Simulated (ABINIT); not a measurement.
# Au: equation of state with SOGGA

**Measured values to compare with.**

From “Exploring toroidal anvil profiles for larger sample volumes above 4 Mbar”, 2024, pmc:11102561, for a bulk crystal of Au: bulk modulus 167 GPa.

Au:

```
CELL_PARAMETERS angstrom
0.00000 2.03500 2.03500
2.03500 0.00000 2.03500
2.03500 2.03500 0.00000
ATOMIC_POSITIONS crystal
Au 0.00000 0.00000 0.00000
```

| Item | Value |
| --- | --- |
| Program | ABINIT 10.8.3 (patched build) |
| Task | equation of state |
| Functional | SOGGA |
| Potentials or basis | JTH PAW PBE v2.0 |
| Cutoff | 680 eV |
| k mesh | 11 × 11 × 11 |
| Occupations | fermi-dirac, width 0.05 eV |
| Spin | no spin polarisation |

The equilibrium volume is 16.81 Å³/atom, the bulk modulus is 187 GPa and the pressure derivative of the bulk modulus is 5.9.

Energy against volume, from the lowest point:
| volume (Å³/atom) | energy (meV/atom) |
| --- | --- |
| 15.843 | 36.98 |
| 16.181 | 14.87 |
| 16.518 | 2.98 |
| 16.855 | 0.00 |
| 17.192 | 4.78 |
| 17.529 | 16.29 |
| 17.866 | 33.70 |

It took 2.4 min on 1 thread of Arm Neoverse V1 (shared host), peak memory 0.15 GiB.

A measured bulk modulus of Au is 167 GPa (quoted in “Exploring toroidal anvil profiles for larger sample volumes above 4 Mbar”, 2024, pmc:11102561); the calculated 187 GPa misses it by +12.1 %. The fit is for a static lattice scaled at fixed shape and fixed fractional positions.

Caveat: pressures at fixed basis lie under the slope of the energies; the PAW data sets were made with another functional, which shifts forces and pressure a little. Spin-orbit coupling is left out, which matters for the levels of Au.
